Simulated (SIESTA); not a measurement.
The system is Nb.

```
CELL_PARAMETERS angstrom
-1.66395 1.66395 1.66395
1.66395 -1.66395 1.66395
1.66395 1.66395 -1.66395
ATOMIC_POSITIONS crystal
Nb 0.00000 0.00000 0.00000
```

Base run:

```yaml
Program: SIESTA 5.4.2
Functional: PBE
Potentials_or_basis: PseudoDojo 0.4 standard (PBE files)
Basis: DZDP (energy shift 0.003 Ry; two zetas on semicore shells)
Grid_cutoff: 800 Ry
Energy_shift: 0.003 Ry
k_mesh: 11 × 11 × 11
Occupations: fermi-dirac, width 0.05 eV
Spin: no spin polarisation
```

Its results: band gap on the k mesh none (metal or under the smearing width); pressure -0.7 GPa.

Question: The run is repeated on the same cell with these changes: basis from DZDP (energy shift 0.003 Ry; two zetas on semicore shells) to SZ (energy shift 0.003 Ry). What comes out?

Answer: Band gap on the k mesh none (metal or under the smearing width); pressure -3.7 GPa.

Caveats: the basis of atomic orbitals isn't converged, which shifts pressures, moduli and gaps; the basis has no polarisation orbitals (some runs).
